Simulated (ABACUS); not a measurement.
The system is BN.

```xyz
2
Lattice="2.5080 0.0000 0.0000 -1.2467 2.1762 0.0000 -0.6307 -1.0881 3.0225" Properties=species:S:1:pos:R:3 pbc="T T T"
N     0.6410   -0.3484    2.9772
B     1.2297    2.1384    0.0055
```

The cell comes from a database or a generator and needn't be the stable form of this composition.

| Quantity | Value |
| --- | --- |
| Program | ABACUS 3.10.1 |
| Task | single point |
| Functional | PBE |
| Potentials or basis | PseudoDojo NC SR 0.4.1 PBE standard |
| Cutoff | 1143 eV |
| Density cutoff | 4572 eV |
| Basis | plane waves |
| k mesh | 13 × 13 × 9 |
| Occupations | fermi-dirac, width 0.05 eV |
| Spin | no spin polarisation |

On this cell: pressure 4.6 GPa; largest force 2.741 eV/Å; band gap on the k mesh 2.87 eV, indirect (least direct gap 4.56 eV).

The same run follows on a disturbed copy (atoms moved at random, drawn with an rms of 0.05 Å):

```
N B
1.0
     2.50804    0.00000    0.00000
    -1.24671    2.17623    0.00000
    -0.63067   -1.08812    3.02254
N B
1 1
Direct
  0.67171 0.32288 0.97790
  0.98057 0.96724 0.99614
```

Q: What changes?

A: The energy moves by +20.1 meV/atom; pressure 5.4 GPa; largest force 3.321 eV/Å; band gap on the k mesh 2.97 eV, indirect (least direct gap 4.51 eV).

Forces on the atoms (eV/Å):
```
N   -1.506 -2.889  0.642
B    1.506  2.889 -0.642
```

Stress tensor (GPa, compression positive):
```
-4.40 -4.62  0.51
-4.62 12.36  1.71
 0.51  1.71  8.11
```

Caveats: an odd mesh through Γ misses points on the zone boundary, where band edges often lie; forces of over 1 eV/Å show positions far from the minimum, so gaps and moduli don't describe the material at rest (some runs).
